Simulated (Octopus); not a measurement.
Runs of Octopus 16.4 on ZrB2. The structure is hexagonal, space group P6/mmm (No. 191). Conventional cell: a = 3.170 Å, b = 3.170 Å, c = 3.533 Å, α = 90.00°, β = 90.00°, γ = 120.00°. Around Zr (site symmetry 6/mmm) lie 12 B at 2.54 Å. Around B (site symmetry -6m2) lie 3 B at 1.83 Å. 

| task | level | potentials or basis | grid spacing | gap on the mesh (eV) | V0 of scaled cells (Å³/atom) | B0 (GPa) |
| --- | --- | --- | --- | --- | --- | --- |
| equation of state | PBE | pseudodojo_pbe (PseudoDojo 0.5, PBE) | - | - | 10.29 | (a) |
| equation of state | PBEsol | pseudodojo_pbesol (PseudoDojo 0.4, PBEsol) | - | - | 10.10 | 250 |
| single point | PBE | pseudodojo_pbe (PseudoDojo 0.5, PBE) | 0.132 × 0.132 × 0.131 Å | none | - | - |
| single point | PBEsol | pseudodojo_pbesol (PseudoDojo 0.4, PBEsol) | 0.132 × 0.132 × 0.131 Å | none | - | - |

Alike in all rows: no spin polarisation; cell as given; k mesh 10 × 10 × 8; smearing fermi-dirac 0.05 eV.

Q: Estimate the missing entries.

A: (a) 243.

Caveats: the number of grid points is fixed, so the spacing changes with the cell, which shifts volumes and moduli (some runs); the cell was scaled at fixed shape and fractional positions, which overstates the stiffness of a crystal with free parameters, most of all of layers and chains (some runs).

A k mesh can miss the band edges, and the runs leave out spin-orbit coupling on Zr.

A gap of «none» marks a metal or a gap under the smearing width.

Not every run made on this cell is shown here.
